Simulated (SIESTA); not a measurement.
## Ni under changes of volume

One of the cells (10.702 Å³/atom); the others are scaled copies at fixed shape and fractional positions:

```xyz
1
Lattice="0.0000 1.7491 1.7491 1.7491 0.0000 1.7491 1.7491 1.7491 0.0000" Properties=species:S:1:pos:R:3 pbc="T T T"
Ni    0.0000    0.0000    0.0000
```

| Property | Result |
| --- | --- |
| Program | SIESTA 5.4.2 |
| Functional | PBE |
| Potentials or basis | PseudoDojo 0.4 standard (PBE files) |
| Basis | DZP (energy shift 0.003 Ry; two zetas on semicore shells) |
| Grid cutoff | 800 Ry |
| Energy shift | 0.003 Ry |
| k mesh | 13 × 13 × 13 |
| Occupations | fermi-dirac, width 0.05 eV |
| Spin | collinear spin, ferromagnetic start |
| Starting moments | [1.0] μB |

```csv
volume (Å³/atom),energy over the lowest point (meV/atom),pressure (GPa)
9.862,?,?
10.072,40.65,17.3
10.282,21.69,12.7
10.702,0.67,3.2
10.912,0.00,-1.7
11.122,5.21,-5.3
```

Q: What does the run at 9.862 Å³/atom give?

A: Energy over the lowest point 68.20 meV/atom; pressure 25.3 GPa.

Worked out: A Birch-Murnaghan fit of order 3 (a polynomial in V^(-2/3)) to the other rows has its minimum at 10.84 Å³/atom with B0 = V·E''(V) = 254 GPa (rough, since the energies scatter). It gives 64.87 meV/atom at 9.862 Å³/atom, against the run's 68.20, and -dE/dV = 20.2 GPa, against 25.3.

Energies are extrapolated to zero smearing.

Caveats: short orbitals over semicore shells can move pressures by several GPa; the basis of atomic orbitals isn't converged, which shifts pressures, moduli and gaps.
